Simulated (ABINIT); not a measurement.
A run of ABINIT 10.8.3 (patched build):

The input run.abi:

```
# Datasets: ground state, then fixed potential
ndtset 2

# Pseudopotentials
pp_dirpath "./"
pseudos "15_P_5_1.8_1.9_pbe_n_v1.0.psp8, 05_B_3_1.5_1.7_pbe_n_v1.0.psp8"

# Structure
acell 3*1.0 Angstrom
rprim
     0.0000000000     2.2690000000     2.2690000000
     2.2690000000     0.0000000000     2.2690000000
     2.2690000000     2.2690000000     0.0000000000
ntypat 2
znucl 15 5
natom 2
typat 1 2
xred
     0.7500000000     0.7500000000     0.7500000000
     0.0000000000     0.0000000000     0.0000000000

# Plane-wave basis
ecut 30.0

# Exchange and correlation
ixc 11

# Bands and occupations
occopt 3
tsmear 0.05 eV

# SCF cycle
nstep 100

# Output
iomode 3
prtwf 0
prteig 0
prtebands 0
prtden1 1
prtvha1 1
prtvclmb1 1
prtpot1 1
prtelf1 1

# Dataset 1
kptopt1 1
ngkpt1 10 10 10
nshiftk1 1
shiftk1 0.0 0.0 0.0
nband1 8
tolvrs1 1.0e-10

# Dataset 2: bands along G-X-W-K-G-L-U-W-L-K
iscf2 -2
getden2 1
nband2 12
nbdbuf2 2
tolwfr2 1.0e-12
kptopt2 -9
ndivsm2 8
prteig2 1
kptbounds2
     0.0000000000     0.0000000000     0.0000000000
     0.5000000000     0.0000000000     0.5000000000
     0.5000000000     0.2500000000     0.7500000000
     0.3750000000     0.3750000000     0.7500000000
     0.0000000000     0.0000000000     0.0000000000
     0.5000000000     0.5000000000     0.5000000000
     0.6250000000     0.2500000000     0.6250000000
     0.5000000000     0.2500000000     0.7500000000
     0.5000000000     0.5000000000     0.5000000000
     0.3750000000     0.3750000000     0.7500000000
```

Potentials or basis: SPMS NC PBE v1.0.

Command:

```console
$ abinit run.abi > log 2>&1
```

Hardware: 1 thread of Arm Neoverse V2, on a shared host.

Problem. Estimate the wall time of this run.

Solution. Run time: 40 s on 1 thread of Arm Neoverse V2, on a shared host, peak memory 0.11 GiB. Counts: scf iterations 9, k points 47, bands 8, plane waves 1266.
